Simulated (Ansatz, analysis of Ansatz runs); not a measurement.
# LaOF (R-3m), nudged elastic band: Na_i hop between interstitial places (q = +1), part 2 of 4

Wanted: path and barrier of a jump of Na in LaOF (R-3m) at charge +1. The case: Na_i hop between interstitial places, in a cell of 36 host atoms with 1 Na put in.

Ansatz 0.2.0; plane-wave PAW DFT, PBEsol; nudged elastic band between two relaxed defect structures at fixed charge in a uniform background.

So far: The structure; Relaxation of the start point, charge +1.

### Step 3. Relaxation of the end point, charge +1

Level of this step: plane-wave PAW DFT, PBEsol; relaxation of all atoms of a defect supercell at fixed charge in a uniform background (Ansatz).

The end point is relaxed in the same cell and settings, so that the two energies compare.

File qp1.end/input.yaml:

```yaml
crystal:
  lattice:
    - [-4.01323029, 6.95111876, 0.0]
    - [-12.03969086, 0.0, 0.0]
    - [-2.00661514, 1.15851979, 6.68937331]
  atoms:
    - { symbol: La, position: [0.12912111, 0.08608074, 0.22527337] }
    - { symbol: La, position: [0.37087889, 0.2472526, 0.77472663] }
[... 2 atom lines left out ...]
    - { symbol: F, position: [0.06449263, 0.04299509, 0.6130442] }
    - { symbol: F, position: [0.43550737, 0.29033824, 0.3869558] }
[... 4 atom lines left out ...]
    - { symbol: F, position: [0.06449263, 0.37632842, 0.6130442] }
    - { symbol: F, position: [0.43550737, 0.62367158, 0.3869558] }
[... 7 atom lines left out ...]
    - { symbol: La, position: [0.87087889, 0.2472526, 0.77472663] }
[... 1 atom line left out ...]
    - { symbol: O, position: [0.8115528, 0.20770187, 0.13068319] }
[... 1 atom line left out ...]
    - { symbol: F, position: [0.93550737, 0.29033824, 0.3869558] }
    - { symbol: La, position: [0.62912111, 0.41941407, 0.22527337] }
[... 1 atom line left out ...]
    - { symbol: O, position: [0.6884472, 0.4589648, 0.86931681] }
    - { symbol: O, position: [0.8115528, 0.5410352, 0.13068319] }
    - { symbol: F, position: [0.56449263, 0.37632842, 0.6130442] }
[... 7 atom lines left out ...]
    - { symbol: Na, position: [0.75, 0.1667, 0.5] }
total_charge: 1
basis:
  ecutwfc: 420
  xc_grid: 2
hamiltonian:
  xc: pbesol
kpoints:
  mp_grid: { grid: [1, 1, 1] }
scf:
  occupations: { method: fixed }
  max_iter: 80
output:
  forces: true
relax:
  f_tol: 0.02
  max_steps: 70
  random_displacement: { amplitude: 0.03, seed: 3396 }
```

Run with:

```bash
> ansatz run input.yaml --threads 4 --pin off --max-ram 7536MiB --backend cpu --events-out ev --progress --plain --runs-dir out
```

Numbers of over 12 decimals in the logs are rounded to 6 here.

The log of the run:

```text
[...]
Crystal: 37 atoms, lattice volume = 559.829 Å³
Basis set: ecut = 420 eV, 10937 PW (Γ), exchange–correlation on 108×162×96 points (8 copies of the dense FFT grid, shifted against one another)
Bands: 185, of which v1, the nominal top of the filled ones, is band 148 counted from 1 (147 counted from 0)
Symmetry: 1 space group operations
k-points: 1
[...]
SCF iter   1: F=—  HF=-91831.412759 eV  |F-HF|=—  |Δ(HF+E_count)|=         —  Δρ=8.51e-3  dr2=4.63e-1  ethr=1.77e-3  ⟨swp⟩=6.0  Hψ=591  notcnv=0  defer=35
[...]
SCF iter   7: F=-91831.313604 eV  HF=-91831.313602 eV  |F-HF|=2.10e-6  |Δ(HF+E_count)|=   1.47e-5  Δρ=3.56e-5  dr2=6.84e-6  ethr=3.38e-9  ⟨swp⟩=4.0  Hψ=620  notcnv=0
SCF 1 converged in 7 iterations: F = -91831.313604 eV  dr2 = 6.84e-6
[...]
- { symbol: La, position: [0.627855, 0.082831, 0.212426] }
    - { symbol: La, position: [0.872604, 0.250982, 0.786938] }
    - { symbol: O, position: [0.691508, 0.125246, 0.858743] }
    - { symbol: O, position: [0.808933, 0.208568, 0.140620] }
    - { symbol: F, position: [0.568704, 0.046188, 0.607485] }
    - { symbol: F, position: [0.931757, 0.287628, 0.391852] }
    - { symbol: La, position: [0.623821, 0.428053, 0.218783] }
    - { symbol: La, position: [0.869672, 0.584130, 0.772098] }
    - { symbol: O, position: [0.688998, 0.459570, 0.869695] }
    - { symbol: O, position: [0.811011, 0.543024, 0.130223] }
    - { symbol: F, position: [0.569592, 0.370698, 0.610022] }
    - { symbol: F, position: [0.936938, 0.623549, 0.387778] }
    - { symbol: La, position: [0.630741, 0.749670, 0.227216] }
    - { symbol: La, position: [0.876579, 0.905755, 0.780567] }
    - { symbol: O, position: [0.689429, 0.790777, 0.869098] }
    - { symbol: O, position: [0.811409, 0.874244, 0.129637] }
    - { symbol: F, position: [0.563454, 0.710261, 0.611522] }
    - { symbol: F, position: [0.930927, 0.963085, 0.389316] }
    - { symbol: Na, position: [0.750205, 0.166921, 0.499633] }
[key lines of the parts left out:]
SCF converged after 7 iterations
Free energy (F): -91832.223897 eV
Fermi energy:    8.520672 eV
```

Wall time 12 s (4 threads of Intel Xeon 6975P-C (Granite Rapids), shared host); peak memory 0.77 GiB.

Relaxation path:

```
step  energy less that of the first step (eV)  largest force component (eV/Å)
   1                                   0.0000                          1.8424
   2                                  -0.3406                          1.6000
   3                                  -0.3463                          0.9523
   4                                  -0.8530                          0.3165
   5                                  -0.8940                          0.1146
   6                                  -0.9058                          0.0596
   7                                  -0.9094                          0.0311
   8                                  -0.9103                          0.0106
```

The atoms that moved most (Å, from the sites as typed, ahead of the random displacement, the mean shift of all atoms taken out):

```
atom      dx      dy      dz  length
La20  -0.073   0.025   0.084   0.114
La19   0.073  -0.025  -0.084   0.114
 La1   0.033   0.089  -0.032   0.101
 La2  -0.034  -0.089   0.032   0.101
La32   0.067   0.045   0.041   0.091
La25  -0.067  -0.045  -0.041   0.091
 O22  -0.017  -0.008   0.069   0.071
 O21   0.017   0.008  -0.069   0.071
```

Neighbours of Na37 at the end:

```
atom  distance (Å)
 F29         2.371
 F36         2.371
  F6         2.376
  F5         2.376
 F23         2.382
 F24         2.383
 O22         2.402
 O21         2.402
```

Numbers from this step:

```
free energy                                                                                       : -91832.2239 eV
largest move from the ideal geometry of this structure, a common shift of the far atoms taken out : 0.1142 Å
```

The relaxation gained 0.910 eV and ended with a largest force component of 0.011 eV/Å. The end lies within 1 meV of the start.

(Part 2 of 4 ends here.)

[Logs are printed without paths, hosts, clocks, repeated set-up lines and the standing remarks that a program may print on its own settings, such as how far it seeks lower states.]

[Hosts, paths, dates, database ids (printed as entryN), source tags and the programs' standing remarks are cut or masked in the printed files.]
